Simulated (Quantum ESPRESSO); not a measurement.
# La (Im-3m) in Quantum ESPRESSO: convergence with density cutoff

Aim: find how far density cutoff must go before the results for La settle, at LDA. This setting moves, with any that are tied to it; all else stays.

Program: Quantum ESPRESSO 7.5. These are calculated values, not measurements. Logs are shortened: lines on timing, memory, paths and dates and some standing lists are left out, and cuts for length are marked.

### Step 1. The crystal as given

It takes space group Im-3m (No. 229, cubic). Conventional cell: a = 4.248 Å, b = 4.248 Å, c = 4.248 Å, α = 90.00°, β = 90.00°, γ = 90.00°. La (site symmetry m-3m) has 8 La at 3.68 Å as nearest neighbours.

This isn't the form of La at room conditions, which is double hcp.

### Step 2. With density cutoff 200 Ry

pw.in reads:

```
&CONTROL
  calculation = 'scf'
  prefix = 'pwscf'
  outdir = './tmp'
  pseudo_dir = './pseudo'
  tprnfor = .true.
  tstress = .true.
  disk_io = 'nowf'
/
&SYSTEM
  ibrav = 0
  nat = 1
  ntyp = 1
  ecutwfc = 50
  ecutrho = 200
  nbnd = 11
  occupations = 'smearing'
  smearing = 'fd'
  degauss = 0.00367493
/
&ELECTRONS
  conv_thr = 2d-10
  electron_maxstep = 120
  mixing_beta = 0.5
/
ATOMIC_SPECIES
La   138.9055 La.LDA_PW-JTH.UPF
CELL_PARAMETERS angstrom
  -2.1238310710    2.1238310710    2.1238310710
   2.1238310710   -2.1238310710    2.1238310710
   2.1238310710    2.1238310710   -2.1238310710
ATOMIC_POSITIONS crystal
La     0.0000000000    0.0000000000    0.0000000000
K_POINTS automatic
9 9 9 0 0 0
```

Potentials or basis: JTH 2.0 LDA.

On the command line:

```console
> OMP_NUM_THREADS=1 pw.x -in pw.in > pw.out
```

pw.out:

```text
This program is part of the open-source Quantum ESPRESSO suite
     for quantum simulation of materials; please cite
         "P. Giannozzi et al., J. Phys.:Condens. Matter 21 395502 (2009);
         "P. Giannozzi et al., J. Phys.:Condens. Matter 29 465901 (2017);
         "P. Giannozzi et al., J. Chem. Phys. 152 154105 (2020);
     in publications or presentations arising from this work. More details at

     file La.LDA_PW-JTH.UPF: wavefunction(s)  5S 6S 5P 0P 5D 0D 4F 0F renormalized
     Message from routine setup:
     using ibrav=0 with symmetry is DISCOURAGED, use correct ibrav instead

     G-vector sticks info
     --------------------
     sticks:   dense  smooth     PW     G-vecs:    dense   smooth      PW
     Sum         727     727    221                12479    12479    2123

     Using Slab Decomposition

     bravais-lattice index     =            0
     lattice parameter (alat)  =       6.9515  a.u.
     unit-cell volume          =     258.5928 (a.u.)^3
     number of atoms/cell      =            1
     number of atomic types    =            1
     number of electrons       =        11.00
     number of Kohn-Sham states=           11
     kinetic-energy cutoff     =      50.0000  Ry
     charge density cutoff     =     200.0000  Ry
     scf convergence threshold =      2.0E-10
     mixing beta               =       0.5000
     number of iterations used =            8  plain     mixing
     Exchange-correlation= SLA PW NOGX NOGC
                           (   1   4   0   0   0   0   0)

     celldm(1)=   6.951515  celldm(2)=   0.000000  celldm(3)=   0.000000
     celldm(4)=   0.000000  celldm(5)=   0.000000  celldm(6)=   0.000000

     crystal axes: (cart. coord. in units of alat)
               a(1) = (  -0.577350   0.577350   0.577350 )
               a(2) = (   0.577350  -0.577350   0.577350 )
               a(3) = (   0.577350   0.577350  -0.577350 )

     reciprocal axes: (cart. coord. in units 2 pi/alat)
               b(1) = ( -0.000000  0.866025  0.866025 )
               b(2) = (  0.866025 -0.000000  0.866025 )
               b(3) = (  0.866025  0.866025  0.000000 )

     PseudoPot. # 1 for La read from file:
     La.LDA_PW-JTH.UPF
     Pseudo is Projector augmented-wave + core cor, Zval = 11.0
     Generated using ATOMPAW code
     Shape of augmentation charge: SINC**2
     Using radial grid of 1101 points,  8 beta functions with:
                l(1) =   0
                l(2) =   0
                l(3) =   1
                l(4) =   1
                l(5) =   2
                l(6) =   2
                l(7) =   3
                l(8) =   3
     Q(r) pseudized with 0 coefficients

     atomic species   valence    mass     pseudopotential
     La               11.00   138.90550     La( 1.00)

     48 Sym. Ops., with inversion, found

   Cartesian axes

     site n.     atom                  positions (alat units)
         1        La     tau(   1) = (   0.0000000   0.0000000   0.0000000  )

     number of k points=    35  Fermi-Dirac smearing, width (Ry)=  0.0037
                       cart. coord. in units 2pi/alat
        k(    1) = (   0.0000000   0.0000000   0.0000000), wk =   0.0027435
        k(    2) = (   0.0962250   0.0962250   0.0000000), wk =   0.0329218
        k(    3) = (   0.1924501   0.1924501   0.0000000), wk =   0.0329218
        k(    4) = (   0.2886751   0.2886751   0.0000000), wk =   0.0329218
        k(    5) = (   0.3849002   0.3849002   0.0000000), wk =   0.0329218
        k(    6) = (   0.1924501   0.0962250   0.0962250), wk =   0.0658436
[... 27 lines left out ...]
        k(   34) = (  -0.7698004  -0.0962250  -0.0962250), wk =   0.0219479
        k(   35) = (   0.0000000   0.0000000   0.7698004), wk =   0.0164609

     Dense  grid:    12479 G-vectors     FFT dimensions: (  32,  32,  32)

     Check: negative core charge=   -0.000017

     Initial potential from superposition of free atoms

     starting charge      10.9927, renormalised to      11.0000
     Starting wfcs are   32 randomized atomic wfcs

     Self-consistent Calculation

     iteration #  1     ecut=    50.00 Ry     beta= 0.50
     Davidson diagonalization with overlap
     ethr =  1.00E-02,  avg # of iterations =  1.3

     Threshold (ethr) on eigenvalues was too large:
     Diagonalizing with lowered threshold

     Davidson diagonalization with overlap
     ethr =  1.34E-05,  avg # of iterations =  6.3

     total energy              =    -445.32685084 Ry
     estimated scf accuracy    <       0.00236145 Ry
[... 50 lines left out ...]
     iteration #  9     ecut=    50.00 Ry     beta= 0.50
     Davidson diagonalization with overlap
     ethr =  2.02E-11,  avg # of iterations =  4.3

     End of self-consistent calculation

          k = 0.0000 0.0000 0.0000 (  1505 PWs)   bands (ev):

   -22.4621  -5.4061  -5.4061  -5.4061   7.2550  11.8897  11.8897  11.8897
    11.9298  11.9298  11.9298
[... 68 lines left out ...]
   -22.2765  -6.5230  -5.8937  -5.5757   9.4991  10.3409  11.7720  12.0904
    12.2039  12.3771  12.4180

          k =-0.0000-0.0000 0.1925 (  1521 PWs)   bands (ev):

   -22.4208  -5.6291  -5.5057  -5.5057   7.9760  11.4788  11.4788  11.5684
    11.9146  12.3027  12.3027

          k = 0.3849 0.2887 0.2887 (  1550 PWs)   bands (ev):
[... 11 lines left out ...]
   -22.3687  -5.9688  -5.6300  -5.5344   8.7755  10.9787  11.1933  11.6550
    12.0254  12.2911  12.3829

          k =-0.0000-0.1925 0.3849 (  1539 PWs)   bands (ev):

   -22.3085  -6.3580  -5.7659  -5.5334   9.1784  10.8560  10.9618  11.8779
    12.1275  12.2420  12.4376

          k = 0.0962-0.0962 0.3849 (  1540 PWs)   bands (ev):
[... 11 lines left out ...]
   -22.2659  -6.4552  -5.9443  -5.6123   9.5643  10.4653  11.1982  11.8378
    12.1032  12.2730  12.4637

          k =-0.7698-0.2887-0.2887 (  1541 PWs)   bands (ev):

   -22.2466  -6.5460  -6.0079  -5.6118   9.4397  10.7227  11.0720  11.7505
    12.1581  12.3371  12.4964

          k =-0.6736-0.1925-0.2887 (  1539 PWs)   bands (ev):

   -22.2380  -6.4238  -6.1909  -5.6278  10.0501  10.2113  10.8071  12.0520
    12.0927  12.2635  12.5122

          k = 0.3849 0.3849 0.3849 (  1550 PWs)   bands (ev):
[... 6 lines left out ...]
   -22.3212  -6.0304  -5.7606  -5.7606   9.4937  10.5404  11.5238  11.5238
    11.9256  12.2017  12.4277

          k =-0.0000-0.0962 0.4811 (  1536 PWs)   bands (ev):

   -22.2663  -6.2882  -5.9031  -5.8067   9.7966  10.1672  11.4882  11.7196
    12.0425  12.1279  12.4765

          k = 0.0000-0.1925 0.5774 (  1529 PWs)   bands (ev):
[... 6 lines left out ...]
   -22.2234  -6.3803  -6.0923  -5.8497   9.6470   9.9851  11.3497  11.9796
    12.0024  12.2067  12.5246

          k =-0.7698-0.1925-0.1925 (  1554 PWs)   bands (ev):

   -22.2063  -6.4135  -6.1887  -5.8442   9.5491   9.9293  11.1757  11.9666
    12.1292  12.2389  12.5568

          k =-0.0000-0.0000 0.5774 (  1549 PWs)   bands (ev):

   -22.2177  -6.2524  -6.0525  -6.0525   9.4397   9.8656  11.9324  11.9324
    11.9670  12.0209  12.5298

          k = 0.0000-0.0962 0.6736 (  1556 PWs)   bands (ev):

   -22.1856  -6.3550  -6.1464  -6.0763   9.1687   9.4744  11.8916  11.9044
    12.1019  12.1932  12.5734

          k =-0.7698-0.0962-0.0962 (  1542 PWs)   bands (ev):

   -22.1706  -6.2921  -6.2921  -6.0900   9.1074   9.1074  11.8599  12.0464
    12.1683  12.1683  12.6105

          k = 0.0000 0.0000 0.7698 (  1537 PWs)   bands (ev):

   -22.1564  -6.2738  -6.2428  -6.2428   8.8139   8.9061  12.0010  12.1415
    12.1415  12.1435  12.6157

     the Fermi energy is    10.5095 ev

!    total energy              =    -445.32695940 Ry
     total all-electron energy =      -445.326959 Ry
     estimated scf accuracy    <          4.7E-11 Ry
     smearing contrib. (-TS)   =      -0.00199885 Ry
     internal energy E=F+TS    =    -445.32496055 Ry

     The total energy is F=E-TS. E is the sum of the following terms:
     one-electron contribution =      -4.33618926 Ry
     hartree contribution      =       7.62118217 Ry
     xc contribution           =     -16.89153879 Ry
     ewald contribution        =     -54.85881895 Ry
     one-center paw contrib.   =    -376.85959572 Ry

     convergence has been achieved in   9 iterations

     Forces acting on atoms (cartesian axes, Ry/au):

     atom    1 type  1   force =     0.00000000    0.00000000    0.00000000

     Total force =     0.000000     Total SCF correction =     0.000000

     Computing stress (Cartesian axis) and pressure

          total   stress  (Ry/bohr**3)                   (kbar)     P=      -37.55
  -0.00025529   0.00000000   0.00000000          -37.55        0.00        0.00
   0.00000000  -0.00025529   0.00000000            0.00      -37.55        0.00
   0.00000000   0.00000000  -0.00025529            0.00        0.00      -37.55

=------------------------------------------------------------------------------=
   JOB DONE.
=------------------------------------------------------------------------------=
```

It took 20 s on 1 thread of Intel Xeon at 2.70GHz, shared host; peak memory 0.16 GiB.

Results:

```
Free energy            : -6058.9819 eV
Pressure               : -3.8 GPa
Band gap on the k mesh : none (metal or under the smearing width)
```

### Step 3. With density cutoff 250 Ry

Edit pw.in of step 2 so:

```diff
@@ -14,3 +14,3 @@
   ecutwfc = 50
-  ecutrho = 200
+  ecutrho = 250
   nbnd = 11
```

Potentials or basis: JTH 2.0 LDA.

On the command line:

```console
> OMP_NUM_THREADS=1 pw.x -in pw.in > pw.out
```

Wall time 22 s (1 thread of Intel Xeon at 2.70GHz, shared host); peak memory 0.21 GiB.

What came out:

- Free energy: -6058.9819 eV
- Pressure: -3.8 GPa
- Band gap on the k mesh: none (metal or under the smearing width)

### Step 4. With density cutoff 300 Ry

Edit pw.in of step 3 so:

```diff
@@ -14,3 +14,3 @@
   ecutwfc = 50
-  ecutrho = 250
+  ecutrho = 300
   nbnd = 11
```

On the command line:

```console
> OMP_NUM_THREADS=1 pw.x -in pw.in > pw.out
```

Wall time 19 s (1 thread of Intel Xeon at 2.70GHz, shared host); peak memory 0.26 GiB.

Results:

```yaml
Free_energy: -6058.9820 eV
Pressure: -3.8 GPa
Band_gap_on_the_k_mesh: none (metal or under the smearing width)
```

### Step 5. With density cutoff 350 Ry

Edit pw.in of step 4 so:

```diff
@@ -14,3 +14,3 @@
   ecutwfc = 50
-  ecutrho = 300
+  ecutrho = 350
   nbnd = 11
```

On the command line:

```console
> OMP_NUM_THREADS=1 pw.x -in pw.in > pw.out
```

Wall time 31 s (1 thread of Intel Xeon at 2.70GHz, shared host); peak memory 0.32 GiB.

Results:

- Free energy: -6058.9820 eV
- Pressure: -3.8 GPa
- Band gap on the k mesh: none (metal or under the smearing width)

### Step 6. With density cutoff 400 Ry

Edit pw.in of step 5 so:

```diff
@@ -14,3 +14,3 @@
   ecutwfc = 50
-  ecutrho = 350
+  ecutrho = 400
   nbnd = 11
```

Potentials or basis: JTH 2.0 LDA.

On the command line:

```console
> OMP_NUM_THREADS=1 pw.x -in pw.in > pw.out
```

Wall time 35 s (1 thread of Intel Xeon at 2.70GHz, shared host); peak memory 0.37 GiB.

The run converged. Its results:

```yaml
Free_energy: -6058.9820 eV
Pressure: -3.8 GPa
Band_gap_on_the_k_mesh: none (metal or under the smearing width)
```

### Step 7. With density cutoff 500 Ry

Edit pw.in of step 6 so:

```diff
@@ -14,3 +14,3 @@
   ecutwfc = 50
-  ecutrho = 400
+  ecutrho = 500
   nbnd = 11
```

On the command line:

```console
> OMP_NUM_THREADS=1 pw.x -in pw.in > pw.out
```

Run time: 39 s. Hardware: 1 thread of Intel Xeon at 2.70GHz, shared host; peak memory 0.5 GiB.

It converged, with:

- Free energy: -6058.9820 eV
- Pressure: -3.8 GPa
- Band gap on the k mesh: none (metal or under the smearing width)

### Step 8. With density cutoff 600 Ry

Edit pw.in of step 7 so:

```diff
@@ -14,3 +14,3 @@
   ecutwfc = 50
-  ecutrho = 500
+  ecutrho = 600
   nbnd = 11
```

On the command line:

```console
> OMP_NUM_THREADS=1 pw.x -in pw.in > pw.out
```

Wall time 57 s (1 thread of Intel Xeon at 2.70GHz, shared host); peak memory 0.65 GiB.

It converged, with:

| Item | Value |
| --- | --- |
| Free energy | -6058.9820 eV |
| Pressure | -3.8 GPa |
| Band gap on the k mesh | none (metal or under the smearing width) |

### Step 9. With density cutoff 800 Ry

Edit pw.in of step 8 so:

```diff
@@ -14,3 +14,3 @@
   ecutwfc = 50
-  ecutrho = 600
+  ecutrho = 800
   nbnd = 11
```

Potentials or basis: JTH 2.0 LDA.

On the command line:

```console
> OMP_NUM_THREADS=1 pw.x -in pw.in > pw.out
```

Wall time 61 s (1 thread of Intel Xeon at 2.70GHz, shared host); peak memory 0.94 GiB.

Results (log left out):

```
Free energy            : -6058.9820 eV
Pressure               : -3.8 GPa
Band gap on the k mesh : none (metal or under the smearing width)
```

### Step 10. Summary

| density cutoff | energy less the tightest run, at zero smearing (meV/atom) | SCF cycles | CPU time (s) | peak memory (GiB) |
| --- | --- | --- | --- | --- |
| 200 Ry | 0.04 | 9 | 20 | 0.16 |
| 250 Ry | 0.05 | 9 | 22 | 0.21 |
| 300 Ry | 0.02 | 9 | 19 | 0.26 |
| 350 Ry | 0.01 | 9 | 31 | 0.32 |
| 400 Ry | 0.01 | 9 | 35 | 0.37 |
| 500 Ry | 0.00 | 9 | 39 | 0.5 |
| 600 Ry | 0.00 | 9 | 57 | 0.65 |
| 800 Ry | 0.00 | 9 | 61 | 0.94 |

Against the tightest run, the energy stays within 1 meV/atom from 200 Ry on. The tightest run that finished is the yardstick and may itself not be fully converged.
